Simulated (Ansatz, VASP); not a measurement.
Two plane-wave programs on CdTe

INCAR

```
PREC = Accurate
ENCUT = 600
EDIFF = 1E-7
ISMEAR = 0
SIGMA = 0.02
LREAL = F
LASPH = T
NELM = 100
ALGO = Fast
ISIF = 3
LWAVE = F
LCHARG = F
GGA = PE
IBRION = 2
NSW = 100
EDIFFG = -0.005
```

Contents of KPOINTS:

```
Automatic mesh
0
Gamma
  10 10 10
```

Contents of POSCAR:

```
CdTe
1.0
    0.0000000000      3.3086867292      3.3086867292
    3.3086867292      0.0000000000      3.3086867292
    3.3086867292      3.3086867292      0.0000000000
Cd Te
1 1
Direct
    0.0000000000      0.0000000000      0.0000000000
    0.7500000000      0.7500000000      0.7500000000
```

Input for Ansatz:

```yaml
crystal:
  lattice:
    - [0.0, 3.3086867292, 3.3086867292]
    - [3.3086867292, 0.0, 3.3086867292]
    - [3.3086867292, 3.3086867292, 0.0]
  atoms:
    - { symbol: Cd, position: [0.0, 0.0, 0.0] }
    - { symbol: Te, position: [0.75, 0.75, 0.75] }
basis:
  ecutwfc: 420
kpoints:
  mp_grid: { grid: [10, 10, 10] }
hamiltonian:
  xc: pbe
scf:
  occupations: { method: gaussian, width: 0.02 }
output:
  forces: true
  stress: true
  eigenvalues: true
  write_density: true
  write_potential: true
  elf: true
  volumetric_format: npy
relax:
  adjacent_minimum: "off"
  f_tol: 0.005
  max_steps: 80
  cell: { stress_tol: 0.05 }
```

Alike in both runs: task relaxation of cell and atoms; functional PBE; k mesh 10 × 10 × 10; occupations gaussian, width 0.02 eV; no spin polarisation.

|  | VASP | Ansatz |
| --- | --- | --- |
| version | VASP 6.6.1 | Ansatz 0.2.0 |
| potentials or method | VASP PAW PBE potentials, release 64 (Cd, Te) | scalar-relativistic, plane waves, PAW |
| plane-wave cutoff (eV) | 600 | 420 |
| valence electrons in the cell | 18 | 36 |

VASP gave:

* gap on the k mesh at the Fermi level, each at its own relaxed structure (eV): 0.58
* relaxed volume (Å³/atom): 36.32
* relaxed cell length with the largest relative difference (Å): 4.684

Q: What did Ansatz give for the same quantities?

A: gap on the k mesh at the Fermi level, each at its own relaxed structure (eV): 0.59; relaxed volume (Å³/atom): 36.22; relaxed cell length with the largest relative difference (Å): 4.679.

The two sets of potentials don't hold the same shells in valence.

Caveats: spin-orbit coupling is left out, which moves the levels of the heavy elements. Expect the measured gap to be larger: semilocal functionals such as PBE lack the derivative discontinuity.
